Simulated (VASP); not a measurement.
# BAs (F-43m) in VASP: further runs, part 2 of 2

VASP 6.6.1. Earlier steps stand in the parts before.

**3. Dielectric tensor, PBE**

Input file INCAR:

```
SYSTEM = BAs
ALGO = Normal
EDIFF = 1E-8
ENCUT = 800
GGA = PE
ISIF = 2
ISMEAR = 0
LASPH = .True.
LCHARG = .False.
LEPSILON = .True.
LREAL = .False.
LWAVE = .False.
NELM = 100
PREC = Accurate
SIGMA = 0.01
```

Input file KPOINTS:

```
k-points
0
Gamma
  11 11 11
  0 0 0
```

Input file POSCAR:

```
BAs
1.0
    0.0000000000      2.3885000000      2.3885000000
    2.3885000000      0.0000000000      2.3885000000
    2.3885000000      2.3885000000      0.0000000000
As B
1 1
Direct
    0.7500000000      0.7500000000      0.7500000000
    0.0000000000      0.0000000000      0.0000000000
```

Potentials or basis: VASP PAW PBE potentials, release 64 (As, B).

Launch:

```sh
$ cat potpaw_PBE.64/As/POTCAR potpaw_PBE.64/B/POTCAR > POTCAR
$ mpirun -np 1 vasp_std > vasp.out
```

OUTCAR:

```text
SYSTEM = BAs
   EDIFF = 1E-8
   ENCUT = 800
   GGA = PE
   ISIF = 2
   ISMEAR = 0
   LASPH = .True.
   LEPSILON = .True.
   LREAL = .False.
   NELM = 100
   PREC = Accurate

 Found     56 irreducible k-points:

 Following reciprocal coordinates:
            Coordinates               Weight
  0.000000  0.000000  0.000000      1.000000
  0.090909  0.000000  0.000000      8.000000
  0.181818  0.000000  0.000000      8.000000
  0.272727  0.000000  0.000000      8.000000
  0.363636  0.000000  0.000000      8.000000
  0.454545  0.000000  0.000000      8.000000
   k-points           NKPTS =     56   k-points in BZ     NKDIM =     56   number of bands    NBANDS=      8
   number of dos      NEDOS =    301   number of ions     NIONS =      2
   total plane-waves  NPLWV =  32768
   dimension x,y,z NGX =    32 NGY =   32 NGZ =   32
   dimension x,y,z NGXF=    64 NGYF=   64 NGZF=   64
   ions per type =               1   1
   NGX,Y,Z   is equivalent  to a cutoff of  15.75, 15.75, 15.75 a.u.
   NGXF,Y,Z  is equivalent  to a cutoff of  31.50, 31.50, 31.50 a.u.
 SYSTEM =  BAs
   PREC   = accura    normal or accurate (medium, high low for compatibility)
   ISTART =      0    job   : 0-new  1-cont  2-samecut
   ICHARG =      2    charge: 1-file 2-atom 10-const
   ISPIN  =      1    spin polarized calculation?
   LNONCOLLINEAR =      F non collinear calculations
   LSORBIT =      F    spin-orbit coupling
   LASPH  =      T    aspherical Exc in radial PAW
   ENCUT  =  800.0 eV  58.80 Ry    7.67 a.u.   7.79  7.79  7.79*2*pi/ulx,y,z
   NELM   =    100;   NELMIN=  2; NELMDL= -5     # of ELM steps
   EDIFF  = 0.1E-07   stopping-criterion for ELM
   LREAL  =      F    real-space projection
   EDIFFG = 0.1E-06   stopping-criterion for IOM
   NSW    =      0    number of steps for IOM
   IBRION =     -1    ionic relax: 0-MD 1-quasi-New 2-CG
   NFREE  =      0    steps in history (QN), initial steepest desc. (CG)
   ISIF   =      2    stress and relaxation
   ISYM   =      2    0-nonsym 1-usesym 2-fastsym
   POTIM  = 0.5000    time-step for ionic-motion
   TEBEG  =    0.0;   TEEND  =   0.0 temperature during run
   PSTRESS=    0.0 pullay stress
   NELECT =       8.0000    total number of electrons
   NUPDOWN=      -1.0000    fix difference up-down
   EMIN   =  10.00;   EMAX   =-10.00  energy-range for DOS
   EFERMI =   0.00;   METHOD = LEGACY
   ISMEAR =     0;   SIGMA  =   0.01  broadening in eV -4-tet -1-fermi 0-gaus
   EFERMI_NEDOS =   21; number of points for ismear=-14 and -15
   IALGO  =     38    algorithm
   IMIX   =      4    mixing-type and parameters
     AMIX     =   0.40;   BMIX     =  1.00
     AMIX_MAG =   1.60;   BMIX_MAG =  1.00
  volume/ion in A,a.u.               =      13.63        91.95
  Fermi-wavevector in a.u.,A,eV,Ry     =   1.088018  2.056057 16.106360  1.183784
  Thomas-Fermi vector in A             =   2.224191
   LORBIT       =      0    0 simple, 1 ext, 2 COOP (PROOUT), +10 PAW based schemes
   GGA     = PE    functional components
   LHFCALC =     F    Hartree Fock is set to
   AEXX    =    0.0000 exact exchange contribution
   IVDW    =     0    specifies the selected vdW correction
   LEPSILON=     T    determine dielectric tensor
   LRPA    =     F    only Hartree local field effects (RPA)
 non-spin polarized calculation
 Gauss-broadening in eV      SIGMA  =   0.01
  energy-cutoff  :      800.00
  volume of cell :       27.25
[... 83 lines left out ...]
  Direction    XX          YY          ZZ          XY          YZ          ZX
  --------------------------------------------------------------------------------------
  -------------------------------------------------------------------------------------
  Total        0.5859414      0.5859414      0.5859414     -0.0000000      0.0000000      0.0000000
  in kB       34.4476080     34.4476080     34.4476080     -0.0000000      0.0000000      0.0000000
  external PRESSURE =      34.4476080 kB  Pullay stress =       0.0000000 kB

 VOLUME and BASIS-vectors are now :
 -----------------------------------------------------------------------------
  energy-cutoff  :      800.00
  volume of cell :       27.25
      direct lattice vectors                 reciprocal lattice vectors
     0.000000000  2.388500000  2.388500000    -0.209336404  0.209336404  0.209336404
     2.388500000  0.000000000  2.388500000     0.209336404 -0.209336404  0.209336404
     2.388500000  2.388500000  0.000000000     0.209336404  0.209336404 -0.209336404

 POSITION                                       TOTAL-FORCE (eV/Angst)
 -----------------------------------------------------------------------------------
      3.58275      3.58275      3.58275        -0.000000     -0.000000     -0.000000
      0.00000      0.00000      0.00000         0.000000      0.000000      0.000000
 -----------------------------------------------------------------------------------
    total drift:                                0.000000      0.000000      0.000000

  FREE ENERGIE OF THE ION-ELECTRON SYSTEM (eV)
  ---------------------------------------------------
  free  energy   TOTEN  =       -11.4083498631 eV

  energy  without entropy=      -11.4083498631  energy(sigma->0) =      -11.40834986

 HEAD OF MICROSCOPIC STATIC DIELECTRIC TENSOR (INDEPENDENT PARTICLE, excluding Hartree and local field effects)
 ------------------------------------------------------
          10.113869     0.000000    -0.000000
           0.000000    10.113869     0.000000
          -0.000000     0.000000    10.113869
 ------------------------------------------------------

 Free energy of the ion-electron system (eV)
  ---------------------------------------------------
  ---------------------------------------------------
  free energy    TOTEN  =        -0.71829758 eV

  energy without entropy =       -0.71829758

------------------------ aborting loop because EDIFF is reached ----------------------------------------

--------------------------------------- Ionic step        2  -------------------------------------------

------------------------ aborting loop because EDIFF is reached ----------------------------------------

--------------------------------------- Ionic step        3  -------------------------------------------

 Free energy of the ion-electron system (eV)
  ---------------------------------------------------
  ---------------------------------------------------
  free energy    TOTEN  =        -0.71829774 eV

  energy without entropy =       -0.71829774

------------------------ aborting loop because EDIFF is reached ----------------------------------------

 PIEZOELECTRIC TENSOR FIELD DIRECTION 3  (e Angst)
 -----------------------------------------------------------------------------
    -0.00046 -0.16264  0.00000           ( -0.00000 -0.09908  0.00000)
    -0.16264 -0.00046  0.00000           ( -0.09908 -0.00000  0.00000)
     0.00000  0.00000  0.00000           (  0.00000  0.00000 -0.00000)

 PIEZOELECTRIC TENSOR FIELD DIRECTION 3  (C/m^2)
 -----------------------------------------------------------------------------
    -0.00027 -0.09562  0.00000
    -0.09562 -0.00027  0.00000
     0.00000  0.00000  0.00000

 MACROSCOPIC STATIC DIELECTRIC TENSOR (including local field effects in DFT)
 ------------------------------------------------------
           9.819043     0.000000     0.000000
           0.000000     9.819043     0.000000
          -0.000000     0.000000     9.819043
 ------------------------------------------------------

 PIEZOELECTRIC TENSOR (including local field effects)  for field in x, y, z        (e  Angst)
          XX          YY          ZZ          XY          YZ          ZX
  --------------------------------------------------------------------------------
  x     0.00000     0.00000    -0.00000     0.00000    -0.15719     0.00000
  y     0.00000    -0.00000    -0.00000     0.00000     0.00000    -0.15719
  z    -0.00000    -0.00000     0.00000    -0.15719     0.00000     0.00000

 PIEZOELECTRIC TENSOR (including local field effects)  for field in x, y, z        (C/m^2)
          XX          YY          ZZ          XY          YZ          ZX
  --------------------------------------------------------------------------------
  x     0.00000     0.00000    -0.00000     0.00000    -0.09241     0.00000
  y     0.00000    -0.00000    -0.00000     0.00000     0.00000    -0.09241
  z    -0.00000    -0.00000     0.00000    -0.09241     0.00000     0.00000

 BORN EFFECTIVE CHARGES (including local field effects) (in |e|, cummulative output)
 ---------------------------------------------------------------------------------
 ion    1
    1     0.53036     0.00000     0.00000
    2     0.00000     0.53036     0.00000
    3     0.00000     0.00000     0.53036
 ion    2
    1    -0.53036     0.00000     0.00000
    2     0.00000    -0.53036     0.00000
    3     0.00000     0.00000    -0.53036
```

OSZICAR:

```text
N       E                     dE             d eps       ncg     rms          rms(c)
DAV:   1     0.205510982444E+02    0.20551E+02   -0.48565E+03   896   0.123E+03
DAV:   2    -0.114995294940E+02   -0.32051E+02   -0.30688E+02  1336   0.125E+02
DAV:   3    -0.120467629726E+02   -0.54723E+00   -0.54723E+00  1072   0.212E+01
[... 12 lines left out ...]
RMM:   5    -0.717717539505E+00   -0.57078E-02   -0.22889E-04  5675   0.121E-01    0.115E-02
RMM:   6    -0.718057121196E+00   -0.33958E-03   -0.43913E-06  5880   0.180E-02    0.570E-03
RMM:   7    -0.718287512189E+00   -0.23039E-03   -0.22405E-06  5712   0.137E-02    0.502E-04
RMM:   8    -0.718300768659E+00   -0.13256E-04   -0.48637E-08  6084   0.102E-03    0.218E-04
RMM:   9    -0.718297688619E+00    0.30800E-05   -0.13368E-08  5787   0.509E-04    0.362E-05
RMM:  10    -0.718297741752E+00   -0.53133E-07   -0.20081E-08  5081   0.122E-04    0.708E-06
```

It took 9.5 min on 1 thread of AMD EPYC, shared host; peak memory 0.36 GiB.

The run converged, but some of its settings lie outside the range that counts as converged, so its numbers aren't taken as properties of the crystal.

What came out:

```yaml
Band_gap_on_the_k_mesh: 1.21 eV, indirect (least direct gap 3.28 eV)
Electronic_dielectric_tensor_diagonal: 9.82
Born_charges_mean_of_the_diagonal: As +0.53; B -0.53 e
```

Caveat: an odd mesh through Γ misses points on the zone boundary, where band edges often lie.

**4. Dielectric tensor, PBE**

INCAR: that of step 3 with these lines changed.

```diff
@@ -3,3 +3,3 @@
 EDIFF = 1E-8
-ENCUT = 800
+ENCUT = 280
 GGA = PE
```

Input file KPOINTS:

```
k-points
0
Gamma
  5 5 5
  0 0 0
```

POSCAR is that of step 3.

Potentials or basis: VASP PAW PBE potentials, release 64 (As, B).

Launch:

```sh
$ cat potpaw_PBE.64/As/POTCAR potpaw_PBE.64/B/POTCAR > POTCAR
$ mpirun -np 1 vasp_std > vasp.out
```

OUTCAR:

```text
SYSTEM = BAs
   EDIFF = 1E-8
   ENCUT = 280
   GGA = PE
   ISIF = 2
   ISMEAR = 0
   LASPH = .True.
   LEPSILON = .True.
   LREAL = .False.
   NELM = 100
   PREC = Accurate

 Found     10 irreducible k-points:

 Following reciprocal coordinates:
            Coordinates               Weight
  0.000000  0.000000  0.000000      1.000000
  0.200000  0.000000  0.000000      8.000000
  0.400000  0.000000  0.000000      8.000000
  0.200000  0.200000  0.000000      6.000000
  0.400000  0.200000  0.000000     24.000000
 -0.400000  0.200000  0.000000     24.000000
   k-points           NKPTS =     10   k-points in BZ     NKDIM =     10   number of bands    NBANDS=      8
   number of dos      NEDOS =    301   number of ions     NIONS =      2
   total plane-waves  NPLWV =   5832
   dimension x,y,z NGX =    18 NGY =   18 NGZ =   18
   dimension x,y,z NGXF=    36 NGYF=   36 NGZF=   36
   ions per type =               1   1
   NGX,Y,Z   is equivalent  to a cutoff of   8.86,  8.86,  8.86 a.u.
   NGXF,Y,Z  is equivalent  to a cutoff of  17.72, 17.72, 17.72 a.u.
 SYSTEM =  BAs
   PREC   = accura    normal or accurate (medium, high low for compatibility)
   ISTART =      0    job   : 0-new  1-cont  2-samecut
   ICHARG =      2    charge: 1-file 2-atom 10-const
   ISPIN  =      1    spin polarized calculation?
   LNONCOLLINEAR =      F non collinear calculations
[... 177 lines left out ...]
  ---------------------------------------------------
  free energy    TOTEN  =        -0.93532661 eV

  energy without entropy =       -0.93532661

------------------------ aborting loop because EDIFF is reached ----------------------------------------

 PIEZOELECTRIC TENSOR FIELD DIRECTION 3  (e Angst)
 -----------------------------------------------------------------------------
     0.00091 -0.05573  0.00000           (  0.00000 -0.11351  0.00000)
    -0.05573  0.00091  0.00000           ( -0.11351  0.00000  0.00000)
     0.00000  0.00000 -0.00233           (  0.00000  0.00000 -0.00000)

 PIEZOELECTRIC TENSOR FIELD DIRECTION 3  (C/m^2)
 -----------------------------------------------------------------------------
     0.00053 -0.03277  0.00000
    -0.03277  0.00053  0.00000
     0.00000  0.00000 -0.00137

 MACROSCOPIC STATIC DIELECTRIC TENSOR (including local field effects in DFT)
 ------------------------------------------------------
          12.550112    -0.000000    -0.000000
          -0.000000    12.550112    -0.000000
           0.000000     0.000000    12.550112
 ------------------------------------------------------

 PIEZOELECTRIC TENSOR (including local field effects)  for field in x, y, z        (e  Angst)
          XX          YY          ZZ          XY          YZ          ZX
  --------------------------------------------------------------------------------
  x    -0.00000     0.00000    -0.00000     0.00000    -0.03857     0.00000
  y     0.00000     0.00000     0.00000     0.00000     0.00000    -0.03857
  z     0.00000    -0.00000     0.00000    -0.03857     0.00000     0.00000

 PIEZOELECTRIC TENSOR (including local field effects)  for field in x, y, z        (C/m^2)
          XX          YY          ZZ          XY          YZ          ZX
  --------------------------------------------------------------------------------
  x    -0.00000     0.00000    -0.00000     0.00000    -0.02268     0.00000
  y     0.00000     0.00000     0.00000     0.00000     0.00000    -0.02268
  z     0.00000    -0.00000     0.00000    -0.02268     0.00000     0.00000

 BORN EFFECTIVE CHARGES (including local field effects) (in |e|, cummulative output)
 ---------------------------------------------------------------------------------
 ion    1
    1     0.46207     0.00000     0.00000
    2     0.00000     0.46207     0.00000
    3     0.00000     0.00000     0.46207
 ion    2
    1    -0.46207    -0.00000    -0.00000
    2     0.00000    -0.46207     0.00000
    3     0.00000     0.00000    -0.46207
```

stdout:

```text
POSCAR found type information on POSCAR AsB
 POSCAR found :  2 types and       2 ions
 scaLAPACK will be used
 LDA part: xc-table for (Slater+PW92), standard interpolation
 POSCAR, INCAR and KPOINTS ok, starting setup
 FFT: planning ... GRIDC
 FFT: planning ... GRID_SOFT
 FFT: planning ... GRID
 WAVECAR not read
 entering main loop
 Linear response reoptimize wavefunctions to high precision
 Linear response G [H, r] |phi>, progress :
  Direction:   1
 Linear response G [H, r] |phi>, progress :
  Direction:   2
 Linear response G [H, r] |phi>, progress :
  Direction:   3
 Linear response to external field (no local field effect), progress :
  Direction:   1
 dielectric tensor                  component  1 :    15.701     7.914     1.966
 Linear response to external field (no local field effect), progress :
  Direction:   2
 dielectric tensor                  component  2 :     7.914    15.741    -2.039
 Linear response to external field (no local field effect), progress :
  Direction:   3
 dielectric tensor                  component  3 :     1.966    -2.039     7.171
 Linear response to external field, progress :
  Direction:   1
 dielectric tensor                  component  1 :    12.550     4.479     1.318
 Linear response to external field, progress :
  Direction:   2
 dielectric tensor                  component  2 :     4.479    12.550     1.185
 Linear response to external field, progress :
  Direction:   3
 dielectric tensor                  component  3 :     2.991     2.807    12.550
 Born effective charges drift removed
```

Run time: 41 s. Hardware: 1 thread of AMD EPYC, shared host; peak memory 0.09 GiB.

The run converged, but a check on its numbers failed (symmetry, net force, bounds or a known fault of this set-up), so they aren't taken as properties of the crystal.

Caveat: the k mesh is coarse (spacing up to 0.46 Å⁻¹), so the values aren't converged; the cutoff lies under the usual one of these potentials, so the numbers hold a large basis-set error; an odd mesh through Γ misses points on the zone boundary, where band edges often lie.
